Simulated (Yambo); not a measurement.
# PbSe (Clausthalite) (Fm-3m) in Yambo: further runs, part 3 of 3

Yambo 5.3.0.

**5. G0W0 quasiparticle levels, PBE**

g0w00.in reads:

```
gw0
dyson
el_el_corr
rim_cut
HF_and_locXC
ppa
em1d
RandQpts= 1000000
RandGvec= 50 RL
EXXRLvcs= 86 Ry
VXCRLvcs= 86 Ry
Chimod= "HARTREE"
% BndsRnXp
 1 | 115 |
%
NGsBlkXp= 6 Ry
% LongDrXp
 1 | 1 | 1 |
%
PPAPntXp= 27.21138 eV
% GbndRnge
 1 | 115 |
%
GTermKind= "BG"
DysSolver= "n"
ExtendOut
% QPkrange
 1 | 1 | 14 | 17 |
 3 | 3 | 14 | 17 |
%
```

scf.in reads:

```
&CONTROL
  calculation = 'scf'
  prefix = 'pwscf'
  outdir = './tmp'
  pseudo_dir = './pseudo'
/
&SYSTEM
  ibrav = 0
  nat = 2
  ntyp = 2
  ecutwfc = 86
  nbnd = 22
  occupations = 'smearing'
  smearing = 'fd'
  degauss = 0.00367493
  force_symmorphic = .true.
/
&ELECTRONS
  conv_thr = 4d-10
  electron_maxstep = 120
  mixing_beta = 0.5
/
ATOMIC_SPECIES
Pb   207.2000 Pb.upf
Se    78.9710 Se.upf
CELL_PARAMETERS angstrom
   0.0000000000    3.0606500000    3.0606500000
   3.0606500000    0.0000000000    3.0606500000
   3.0606500000    3.0606500000    0.0000000000
ATOMIC_POSITIONS crystal
Pb     0.0000000000    0.0000000000    0.0000000000
Se     0.5000000000    0.5000000000    0.5000000000
K_POINTS automatic
8 8 8 0 0 0
```

nscf.in reads:

```
&CONTROL
  calculation = 'nscf'
  prefix = 'pwscf'
  outdir = './tmp'
  pseudo_dir = './pseudo'
/
&SYSTEM
  ibrav = 0
  nat = 2
  ntyp = 2
  ecutwfc = 86
  nbnd = 115
  occupations = 'fixed'
  force_symmorphic = .true.
/
&ELECTRONS
  conv_thr = 1d-08
  diago_full_acc = .true.
  diago_thr_init = 1d-06
/
ATOMIC_SPECIES
Pb   207.2000 Pb.upf
Se    78.9710 Se.upf
CELL_PARAMETERS angstrom
   0.0000000000    3.0606500000    3.0606500000
   3.0606500000    0.0000000000    3.0606500000
   3.0606500000    3.0606500000    0.0000000000
ATOMIC_POSITIONS crystal
Pb     0.0000000000    0.0000000000    0.0000000000
Se     0.5000000000    0.5000000000    0.5000000000
K_POINTS automatic
4 4 4 0 0 0
```

Potentials or basis: PseudoDojo 0.4.1 SR PBE standard.

Run with:

```sh
$ OMP_NUM_THREADS=1 pw.x -in scf.in > scf.out
$ OMP_NUM_THREADS=1 pw.x -in nscf.in > nscf.out
$ cd tmp/pwscf.save; p2y; mv SAVE ../..; cd ../..
$ OMP_NUM_THREADS=1 yambo
$ OMP_NUM_THREADS=1 yambo -F g0w00.in -J g0w00 -C g0w00_out
```

Yambo's report:

```text
[... sections 02.01 to 02.04 as in the set-up run ...]

  [02.05] Energies & Occupations
  ==============================

  [X] === General ===
  [X] Electronic Temperature                        :  0.000000  0.000000 [eV K]
  [X] Bosonic    Temperature                        :  0.000000  0.000000 [eV K]
  [X] Finite Temperature mode                       : no
  [X] El. density                                   :  0.52318E+24 [cm-3]
  [X] Fermi Level                                   :  9.492087 [eV]

  [X] === Gaps and Widths ===
  [X] Conduction Band Min                           :  0.296306 [eV]
  [X] Valence Band Max                              :  0.000000 [eV]
  [X] Filled Bands                                  :  15
  [X] Empty Bands                                   :   16  115
  [X] Direct Gap                                    :  0.296306 [eV]
  [X] Direct Gap localized at k                     :  3
  [X] Indirect Gap                                  :  0.296306 [eV]
  [X] Indirect Gap between kpts                     :  3  3
  [X] Last valence band width                       :  3.228569 [eV]
  [X] 1st conduction band width                     :  4.417320 [eV]

 [03] Transferred momenta grid and indexing
 ==========================================

 IBZ Q-points                                      :   8
 BZ  Q-points                                      :   64

 K/Q-points units:
 rlu = crystal or reduced units; cc = cartesian coordinates; iku = interal k-units

 Q [1]          [rlu]:  0.000000  0.000000  0.000000
 Q [2]          [rlu]: -0.51579E-17 -0.51579E-17  0.25000
 Q [3]          [rlu]:  0.10316E-16  0.10316E-16 -0.50000
 Q [4]          [rlu]: -0.93036E-17  0.25000      0.25000
 Q [5]          [rlu]: -0.73639E-17  0.25000      0.50000
 Q [6]          [rlu]:  0.10316E-16  0.25000     -0.25000
 Q [7]          [rlu]:  0.18607E-16 -0.50000     -0.50000
 Q [8]          [rlu]:  0.250000 -0.500000 -0.250000
[... 196 lines left out ...]
   :: Time ordering fails/rest    :  0.497649
   :: Mean rel dev of PP cond     :  0.308628
   Current Q-pt index             :   8
   :: PP condition fails/total    :  0.338963
   :: Time ordering fails/rest    :  0.496897
   :: Mean rel dev of PP cond     :  0.338897

  [08.02] QP properties and I/O
  =============================

  Legend (energies in eV)
  - B  : Band       - Eo  : bare energy
  - E  : QP energy  - Z   : Renormalization factor
  - So : Sc(Eo)     - S   : Sc(E)
  - dSp: Sc derivative precision

  - lXC: Local XC (Perdew, Burke & Ernzerhof(X)+Perdew, Burke & Ernzerhof(C))
  -nlXC: non-Local XC (Hartree-Fock)

  QP [eV] @ K [1] (iku):  0.000000  0.000000  0.000000
   B=14 Eo= -1.87 E= -3.06 E-Eo= -1.19 Re(Z)=0.78 Im(Z)=-0.154296E-2 nlXC= -16.5147 lXC= -12.7344 So=  2.25473
   B=15 Eo= -1.87 E= -3.06 E-Eo= -1.19 Re(Z)=0.78 Im(Z)=-0.153850E-2 nlXC= -16.5147 lXC= -12.7344 So=  2.25651
   B=16 Eo=  4.71 E=  4.18 E-Eo= -0.53 Re(Z)=0.79 Im(Z)=-0.123261E-2 nlXC= -7.74527 lXC= -11.2096 So= -4.14476
   B=17 Eo=  4.71 E=  4.18 E-Eo= -0.53 Re(Z)=0.79 Im(Z)=-0.122061E-2 nlXC= -7.74527 lXC= -11.2096 So= -4.14439

  QP [eV] @ K [3] (iku): -0.250000 -0.250000  0.250000
   B=14 Eo= -1.47 E= -2.54 E-Eo= -1.07 Re(Z)=0.78 Im(Z)=-0.147971E-2 nlXC= -16.5540 lXC= -13.1541 So=  2.02855
   B=15 Eo=  0.00 E= -0.93 E-Eo= -0.93 Re(Z)=0.79 Im(Z)=-0.135603E-2 nlXC= -15.7459 lXC= -13.7135 So= 0.859848
   B=16 Eo=  0.30 E= -0.05 E-Eo= -0.35 Re(Z)=0.81 Im(Z)=-0.132176E-2 nlXC= -7.52621 lXC= -10.1417 So= -3.04750
   B=17 Eo=  1.70 E=  1.23 E-Eo= -0.47 Re(Z)=0.81 Im(Z)=-0.132920E-2 nlXC= -7.60015 lXC= -10.1765 So= -3.16179

  [WR./g0w00//ndb.QP]-------------------------------------------------------------
   Lattice constants                                :  5.783790  5.783790  5.783790
   Coulomb cutoff potential                         : none
   Electronic Temperature                           :  0.000000 [K]
   Bosonic    Temperature                           :  0.000000 [K]
   Green`s function   energies                      : Perdew, Burke & Ernzerhof(X)+Perdew, Burke & Ernzerhof(C)
   wavefunctions                                    : Perdew, Burke & Ernzerhof(X)+Perdew, Burke & Ernzerhof(C)
   PPA    diel. fun.  energies                      : Perdew, Burke & Ernzerhof(X)+Perdew, Burke & Ernzerhof(C)
   wavefunctions                                    : Perdew, Burke & Ernzerhof(X)+Perdew, Burke & Ernzerhof(C)
   QP tot states                                    :   8
   GW solver                                        : Newton
   GW approximation                                 : PPA
   PPA imaginary Energy                             :  27.21138 ev
   RIM G`s                                          :   51
   RIM random pts                                   :  1000000
   dS/dw steps                                      :  2
   dS/dw step                                       :  0.100000 ev
   X G`s                                            :  137 used
   X G`s                                            :  137 disk
   X bands                                          :    1  115
   X poles                                          :  100.0000 o/o
   X e/h E range                                    : -1.000000 -1.000000 ev
   X Hxc Kernel                                     : HARTREE
   X BZ energy Double Grid                          : no
   X Optical Averaged directions                    : none
   Sc/G bands                                       :    1  115
   Sc/G damping                                     :  0.100000 ev
   Sc bands terminator                              : yes
   Sc terminator kind                               : BG
   Sc Terminator pole                               :  40.81708
   Sx RL components                                 :   5209

   QP @ state[ 1 ] K range                          :  1  1
   QP @ state[ 1 ] b range                          :  14  17
   QP @ state[ 2 ] K range                          :  3  3
   QP @ state[ 2 ] b range                          :  14  17
   GF energies kind                                 : Perdew, Burke & Ernzerhof(X)+Perdew, Burke & Ernzerhof(C)
   GF WF`s kind                                     : Perdew, Burke & Ernzerhof(X)+Perdew, Burke & Ernzerhof(C)
   Xs energies kind                                 : Perdew, Burke & Ernzerhof(X)+Perdew, Burke & Ernzerhof(C)
   Xs WF`s kind                                     : Perdew, Burke & Ernzerhof(X)+Perdew, Burke & Ernzerhof(C)
```

r_setup:

```text
[02] CORE Variables Setup
 =========================

  [02.01] Unit cells
  ==================

  Cell kind             :  FCC
  Atoms in the cell     :  Pb  Se
  number of Pb atoms    :  1
  number of Se atoms    :  1

[... 265 lines left out ...]
  =================

   [03.01.01] Sigma indexes
   ========================

   [WR./SAVE//ndb.kindx]-----------------------------------------------------------
    Fragmentation                                    : no
    Polarization last K ( bz)                        :   64
    Polarization last K (ibz)                        :   8
    QP states                                        :   1   8
    X grid is uniform                                : yes
    Grids (string)                                   :  X S
    Grids (int-vector)                               :  1  0  0  1
```

It took 2.3 min on 1 thread of AMD EPYC 9R45 (Zen 5), shared host; peak memory 0.48 GiB.

What came out:

| Item | Value |
| --- | --- |
| Band gap on the k mesh, mean-field level | 0.30 eV, direct |
| Quasiparticle gap | 0.88 eV |
| Least direct quasiparticle gap | 0.88 eV |
| Quasiparticle gap at Γ | 7.23 eV |
| Band gap of the same states before the correction | 0.30 eV |

Quasiparticle terms (eV):
```csv
k point,band,Kohn-Sham level,Vxc,Σx,Σc,Z,result
"(0.000, 0.000, 0.000)",14,-1.87,-12.73,-16.51,2.25,0.78,-3.06
"(0.000, 0.000, 0.000)",15,-1.87,-12.73,-16.51,2.26,0.78,-3.06
"(0.000, 0.000, 0.000)",16,4.71,-11.21,-7.75,-4.14,0.79,4.18
"(0.000, 0.000, 0.000)",17,4.71,-11.21,-7.75,-4.14,0.79,4.18
"(0.000, 0.000, -0.500)",14,-1.47,-13.15,-16.55,2.03,0.78,-2.54
"(0.000, 0.000, -0.500)",15,0.00,-13.71,-15.75,0.86,0.79,-0.93
"(0.000, 0.000, -0.500)",16,0.30,-10.14,-7.53,-3.05,0.81,-0.05
"(0.000, 0.000, -0.500)",17,1.70,-10.18,-7.60,-3.16,0.81,1.23
```

Caveat: the k mesh is coarse (spacing up to 0.44 Å⁻¹), so the values aren't converged; the potentials hold a filled d shell without the s and p states of that shell, which can shift GW gaps by tenths of an eV, either way; this version prints the column dSc/dw multiplied by 27.2; the terminator is approximate in this version, by hundredths of an eV; spin-orbit coupling is left out, which as a rule narrows the gap of such compounds by several tenths of an eV. A k mesh can miss the band edges.
